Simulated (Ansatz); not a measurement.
## CoPt under a change: uniaxial strain ε_yy = −2.94 %

The reference is CoPt (space group P4/mmm, No. 123; a = 2.6770 Å, c = 3.7289 Å; ferromagnetic; relaxed with 0.1 eV smearing). Axes: x, y, z lie along a, b, c of the conventional cell.

It is then changed as follows: the cell is compressed by 2.94 % along y with no lateral relaxation, atoms relaxed at fixed cell.

Computed with DFT with r2SCAN, PAW potentials and a 500 eV plane-wave cutoff in Ansatz (a first-principles code), no spin-orbit coupling. Settings: 21×21×16 k-points, 0.1 eV Fermi–Dirac smearing.

- Volume per atom = 12.97 Å³ (base 13.36 Å³)
- Shortest interatomic distance = 2.598 Å (base 2.657 Å)
- Energy relative to the base (free energy F) = +18 meV/atom
- Pressure (mean of the normal stresses, compression positive) = 7.9 GPa (base 0.0 GPa)
- Band gap = zero (base zero)
- Magnetic state = ferromagnetic (base ferromagnetic)
- Largest site moment = 2.16 μB (base 2.20 μB)
- Stress (xx, yy, zz, yz, xz, xy; compression positive) = (2.8, 15.7, 5.1, 0.0, 0.0, 0.0) GPa

Final structure:

```
CELL_PARAMETERS angstrom
      2.67696     0.00000     0.00000
      0.00000     2.59825     0.00000
      0.00000     0.00000     3.72890
ATOMIC_POSITIONS crystal
  Co 0.50000 0.50000 0.50000
  Pt 0.00000 0.00000 0.00000
```

Cost of the whole job for the changed cell (relaxation, final SCF and bands): very roughly 7 core-minutes.

The magnetic state is the one reached from the starting moments; the real material's order can differ, and small cells can't hold many antiferromagnetic ones. Whether these cells are dynamically stable was not tested.
